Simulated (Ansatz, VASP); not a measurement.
## W: VASP beside Ansatz

The input INCAR:

```
  ALGO = Fast
  EDIFF = 1E-6
  EDIFFG = -0.005
  ENCUT = 600
  GGA = PE
  IBRION = 2
  ISIF = 3
  ISMEAR = 0
  LASPH = T
  LCHARG = F
  LREAL = F
  LWAVE = F
  NELM = 100
  NSW = 100
  PREC = Accurate
  SIGMA = 0.1
```

KPOINTS

```
k-points
0
Gamma
  18 18 18
```

The input POSCAR:

```
W
1.0
   -1.5851577801      1.5851577801      1.5851577801
    1.5851577801     -1.5851577801      1.5851577801
    1.5851577801      1.5851577801     -1.5851577801
W
1
Direct
    0.0000000000      0.0000000000      0.0000000000
```

Input for Ansatz:

```yaml
crystal:
  lattice:
    - [-1.5851577801, 1.5851577801, 1.5851577801]
    - [1.5851577801, -1.5851577801, 1.5851577801]
    - [1.5851577801, 1.5851577801, -1.5851577801]
  atoms:
    - { symbol: W, position: [0.0, 0.0, 0.0] }
basis:
  ecutwfc: 420
kpoints:
  mp_grid: { grid: [18, 18, 18] }
hamiltonian:
  xc: pbe
scf:
  occupations: { method: gaussian, width: 0.1 }
output:
  forces: true
  stress: true
  eigenvalues: true
relax:
  adjacent_minimum: "off"
  f_tol: 0.005
  max_steps: 80
  cell: { stress_tol: 0.05 }
```

Alike in both runs: task relaxation of cell and atoms; functional PBE; k mesh 18 × 18 × 18; occupations gaussian, width 0.1 eV; no spin polarisation.

```csv
,VASP,Ansatz
version,VASP 6.6.1,Ansatz 0.2.0
potentials or method,"VASP PAW PBE potentials, release 64 (W_sv)","scalar-relativistic, plane waves, PAW"
plane-wave cutoff (eV),600,420
valence electrons in the cell,14,14
```

VASP gave:

* gap on the k mesh at the Fermi level, each at its own relaxed structure (eV): none
* relaxed volume (Å³/atom): 16.16
* relaxed cell length with the largest relative difference (Å): 2.759
* energy change over the relaxation (meV/atom): -3

Question: Estimate Ansatz's values.

Answer: gap on the k mesh at the Fermi level, each at its own relaxed structure (eV): none; relaxed volume (Å³/atom): 16.13; relaxed cell length with the largest relative difference (Å): 2.757; energy change over the relaxation (meV/atom): -2.

A gap of «none» marks a metal or a gap that the smearing closes.

The runs have no spin-orbit coupling, so splittings on W are missing.
